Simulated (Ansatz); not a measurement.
# AlSb, pressure series

Base system: AlSb in the zinc blende structure (space group F-43m, No. 216; a = 6.226 Å).

Cell and atoms are relaxed at each pressure.

The values are results of plane-wave PAW DFT at the PBE level (Ansatz, a program for electronic structure, 420 eV), spin-orbit coupling left out, not measurements.

```tsv
change	electron mass	shortest interatomic distance	width of the top valence band
base	1.6 mₑ along k, 0.11 mₑ across (at L)	2.696 Å	2.59 eV
pressure −2 GPa	…	…	…
pressure −1 GPa	0.070 mₑ (at Γ)	2.715 Å	2.52 eV
pressure 0.3 GPa	1.6 mₑ along k, 0.11 mₑ across (at L)	2.690 Å	2.61 eV
pressure 0.7 GPa	1.1 mₑ along k, 0.22 mₑ across (off the special points)	2.683 Å	2.64 eV
pressure 1.5 GPa	1.1 mₑ along k, 0.22 mₑ across (off the special points)	2.670 Å	2.69 eV
pressure 3 GPa	2.9 mₑ along k, 0.23 mₑ across (off the special points)	2.648 Å	2.78 eV
pressure 5 GPa	–	2.621 Å	2.88 eV
pressure 10 GPa	–	2.567 Å	3.12 eV
```

Problem. What belongs in the blanks?

Solution. 
- pressure −2 GPa, electron mass: 0.061 mₑ (at Γ)
- pressure −2 GPa, shortest interatomic distance: 2.737 Å
- pressure −2 GPa, width of the top valence band: 2.44 eV

Spin-orbit coupling, missing from the scalar runs, can matter with Sb. The levels and masses belong to the bands next to the band gap. Load acts through the strain it causes; cell and atoms are relaxed under it. Effective masses come from finite differences of ±0.01 Å⁻¹. Along k means along the line from Γ to the band edge. Whether these cells are dynamically stable was not tested. Measured, AlSb leaves this structure (for a Cmcm phase) near 8.1 GPa (temperature not stated; as listed in Datta, Sujoy, Jana, Debnarayan, arXiv (2020)), on rising pressure, with hysteresis.
